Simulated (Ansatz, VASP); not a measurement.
# Two plane-wave programs on ZnS

Contents of INCAR:

```
PREC     = Accurate       # precision mode
ENCUT    = 520            # plane-wave cutoff, eV
EDIFF    = 1E-7           # SCF threshold, eV
ISMEAR   = 0              # smearing method
SIGMA    = 0.1            # smearing width, eV
LREAL    = False          # projectors in reciprocal space
LASPH    = True           # aspherical terms in the spheres
NELM     = 60             # most SCF steps
ALGO     = Normal         # electronic algorithm
ISIF     = 2              # what is computed and relaxed
LWAVE    = False          # write WAVECAR
LCHARG   = False          # write CHGCAR
GGA      = PS             # functional
NBANDS   = 16             # bands
```

The input KPOINTS:

```
regular mesh
0
Gamma
  6 6 6
```

Contents of POSCAR:

```
ZnS
1.0
    0.0000000000      2.6936828773      2.6936828773
    2.6936828773      0.0000000000      2.6936828773
    2.6936828773      2.6936828773      0.0000000000
Zn S
1 1
Direct
    0.0000000000      0.0000000000      0.0000000000
    0.2500000000      0.2500000000      0.2500000000
```

Input for Ansatz:

```yaml
crystal:
  lattice:
    - [0.0, 2.6936828773, 2.6936828773]
    - [2.6936828773, 0.0, 2.6936828773]
    - [2.6936828773, 2.6936828773, 0.0]
  atoms:
    - { symbol: Zn, position: [0.0, 0.0, 0.0] }
    - { symbol: S, position: [0.25, 0.25, 0.25] }
basis:
  ecutwfc: 420
kpoints:
  mp_grid: { grid: [6, 6, 6] }
hamiltonian:
  xc: pbesol
scf:
  occupations: { method: gaussian, width: 0.1 }
output:
  forces: true
  stress: true
  eigenvalues: true
```

The cell is a database's computed one.

Alike in both runs: task single point; functional PBEsol; k mesh 6 × 6 × 6; occupations gaussian, width 0.1 eV; no spin polarisation.

|  | VASP | Ansatz |
| --- | --- | --- |
| version | VASP 6.6.1 | Ansatz 0.2.0 |
| potentials or method | VASP PAW PBE potentials, release 64 (Zn, S) | scalar-relativistic, plane waves, PAW |
| plane-wave cutoff (eV) | 520 | 420 |
| valence electrons in the cell | 18 | 18 |

```tsv
	VASP	Ansatz	Ansatz less VASP
gap on the k mesh at the Fermi level (eV)	2.02	2.01	-0.006
least direct gap on the mesh (eV)	2.02	2.01	-0.006
pressure (GPa)	-1.1	-1.3	-0.20
```

Caveats: the PAW data sets were made with another functional, which shifts forces and pressure a little (VASP).
